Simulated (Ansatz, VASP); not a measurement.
## One calculation of GaN, two programs

The input INCAR:

```
PREC = Accurate ; ENCUT = 520
EDIFF = 1E-6 ; ISMEAR = 0
SIGMA = 0.023 ; LREAL = False
LASPH = True ; NELM = 100
ALGO = Normal ; ISIF = 2
LWAVE = False ; LCHARG = False
GGA = PE ; NBANDS = 26
```

KPOINTS

```
Automatic mesh
0
Gamma
  10 10 5
```

POSCAR

```
GaN
1.0
    3.1800000000      0.0000000000      0.0000000000
   -1.5900000000      2.7539607840      0.0000000000
    0.0000000000      0.0000000000      5.1660000000
Ga N
2 2
Direct
    0.6666666667      0.3333333333      0.5000000000
    0.3333333333      0.6666666667      0.0000000000
    0.6666666667      0.3333333333      0.8750000000
    0.3333333333      0.6666666667      0.3750000000
```

File input.yaml:

```yaml
crystal:
  lattice:
    - [3.18, 0.0, 0.0]
    - [-1.59, 2.753960784, 0.0]
    - [0.0, 0.0, 5.166]
  atoms:
    - { symbol: Ga, position: [0.6666666667, 0.3333333333, 0.5] }
    - { symbol: Ga, position: [0.3333333333, 0.6666666667, 0.0] }
    - { symbol: "N", position: [0.6666666667, 0.3333333333, 0.875] }
    - { symbol: "N", position: [0.3333333333, 0.6666666667, 0.375] }
hamiltonian:
  xc: pbe
  pseudopotentials: { kind: paw }
kpoints:
  mp_grid: { grid: [10, 10, 5] }
scf:
  occupations: { method: gaussian, width: 0.023 }
output:
  forces: true
  stress: true
  eigenvalues: true
```

Alike in both runs: task single point; functional PBE; k mesh 10 × 10 × 5; occupations gaussian, width 0.023 eV; no spin polarisation.

```csv
,VASP,Ansatz
version,VASP 6.6.1,Ansatz 0.2.0
potentials or method,"VASP PAW PBE potentials, release 64 (Ga_d, N)",Ansatz PAW
plane-wave cutoff (eV),520,420
valence electrons in the cell,36,36
```

```csv
,VASP,Ansatz,Ansatz less VASP
gap on the k mesh at the Fermi level (eV),1.97,1.96,-0.008
least direct gap on the mesh (eV),1.97,1.96,-0.008
pressure (GPa),7.4,7.3,-0.06
largest component of the traceless stress (GPa),1.45,1.43,-0.013
rms of the force components (eV/Å),0.078,0.079,+0.0014
```

Atom by atom the forces differ by 0.001 eV/Å (rms over components). The functional is the same, so the differences come from potentials, cutoffs and numerics.

Caveats: odd divisions of the mesh miss points on the zone boundary, where band edges often lie, so the gap on the mesh can be too wide (Ansatz); the pressure holds a Pulay correction of +0.5 GPa for the finite cutoff (Ansatz).
